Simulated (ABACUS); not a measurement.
MgO, 2 atoms in the cell. Symmetry: Fm-3m, No. 225, cubic system. Conventional cell: a = 4.194 Å, b = 4.194 Å, c = 4.194 Å, α = 90.00°, β = 90.00°, γ = 90.00°. Mg (site symmetry m-3m) is surrounded by 6 O at 2.10 Å. O (site symmetry m-3m) is surrounded by 6 Mg at 2.10 Å. The cell is a database's computed one.

* Program: ABACUS 3.10.1
* Task: relaxation of cell and atoms
* Functional: PBE
* Potentials or basis: SPMS ONCV 1.0 PBE
* Cutoff: 1361 eV
* Density cutoff: 5442 eV
* Basis: TZDP LCAO (the cutoffs set its grid)
* k mesh: 10 × 10 × 10
* Occupations: fermi-dirac, width 0.05 eV
* Spin: no spin polarisation
* Orbital files: Mg Mg_confined-atom_8au_4s3p2d1f.orb, O O_confined-atom_6au_3s3p2d1f.orb
* Max steps of the relaxation: 60
* Force threshold: 0.01 eV/Å
* Optimiser: cg
* Stress threshold: 1 kbar
* Radial cutoff of the potentials (pseudo_rcut): 10 bohr
* SCF threshold on the density: 1e-07
* Max SCF steps: 100
* Eigensolver: genelpa
* Mixing: broyden
* Mixing share: 0.7
* Symmetry key: 1
* Bands: 12

Potentials or basis: SPMS ONCV 1.0 PBE, TZDP LCAO (the cutoffs set its grid).

Command:

```console
$ OMP_NUM_THREADS=1 mpirun -np 4 abacus > log
```

Hardware: 4 MPI ranks on AMD EPYC 9R45 96-Core Processor (Zen 5), on a shared host.

Q: How long does it take, and how much memory?

A: Run time: 20 s on 4 MPI ranks on AMD EPYC 9R45 96-Core Processor (Zen 5) (shared host), peak memory 0.56 GiB a rank. Counts: scf iterations 23, k points 47, bands 12, basis 59, ion steps 3, ranks 4.
